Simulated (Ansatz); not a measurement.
# KI: an axial (c/a) deformation path

The task here is to estimate one member of a computed series from the others.

Program: Ansatz 0.2.0. Level of theory: DFT LDA, scalar-relativistic, plane waves, PAW. These are calculated values, not measurements.

## The system as given

The structure is orthorhombic, space group Cmcm (No. 63). Conventional cell: a = 5.025 Å, b = 8.510 Å, c = 8.677 Å, α = 90.00°, β = 90.00°, γ = 90.00°. K (site symmetry 2/m) is surrounded by 6 I at 3.59 to 3.62 Å. I (site symmetry m2m) has 6 K at 3.59 to 3.62 Å as nearest neighbours.

As a file:

```
CELL_PARAMETERS angstrom
2.51266 -4.25523 0.00000
2.51266 4.25523 0.00000
0.00000 0.00000 8.67659
ATOMIC_POSITIONS crystal
K 0.50000 0.50000 0.50000
K 0.50000 0.50000 0.00000
I 0.84023 0.15977 0.25000
I 0.15977 0.84023 0.75000
```

It goes back to an entry of the Materials Project, which need not be the stable form.

No relaxation comes first: the listed cell is the starting point.

Set-up of the first run:

At fixed volume and fractional coordinates, lengths along (0.000, 0.000, 1.000) are scaled against those across it; ρ is that ratio over its starting value.

File input.yaml:

```yaml
crystal:
  lattice:
    - [2.6525327266, -4.4921035383, 0.0]
    - [2.6525327266, 4.4921035383, 0.0]
    - [0.0, 0.0, 7.7856517937]
  atoms:
    - { symbol: K, position: [0.5, 0.5, 0.5] }
    - { symbol: K, position: [0.5, 0.5, 0.0] }
    - { symbol: I, position: [0.84023, 0.15977, 0.25] }
    - { symbol: I, position: [0.15977, 0.84023, 0.75] }
basis:
  ecutwfc: 420
kpoints:
  mp_grid: { grid: [6, 6, 4] }
hamiltonian:
  xc: lda
scf:
  occupations: { method: gaussian, width: 0.05 }
output:
  forces: true
  stress: true
  eigenvalues: true
```

Among the steps run: At ρ = 0.850; At ρ = 1.200; Point ρ = 0.920; Point ρ = 1.100.

One table of the session follows, with a row left open; its other results are not shown here.

| ρ | ΔE (meV/atom) | pressure (GPa) | gap on the mesh (eV) |
| --- | --- | --- | --- |
| 0.850 | 30.2 | -1.7 | 3.29 |
| 0.920 | ? | ? | ? |
| 1.000 | 0.0 | -1.7 | 3.39 |
| 1.100 | 13.8 | -1.8 | 3.15 |
| 1.200 | 50.0 | -1.9 | 2.78 |

**Question.** Estimate the row for ρ = 0.920.

Worked estimate for «ΔE (meV/atom)». A straight line through the neighbours (0.850, 30.2) and (1.000, 0.0) gives 30.2 + (0.0 − 30.2) × (0.920 − 0.850) / (1.000 − 0.850) = 16.1; a parabola fitted to 3 rows on both sides gives 8.5.

The run gave: ΔE (meV/atom): 7.5; pressure (GPa): -1.6; gap on the mesh (eV): 3.46. In «ΔE (meV/atom)» the line misses by +8.6 and the parabola by +1.0.
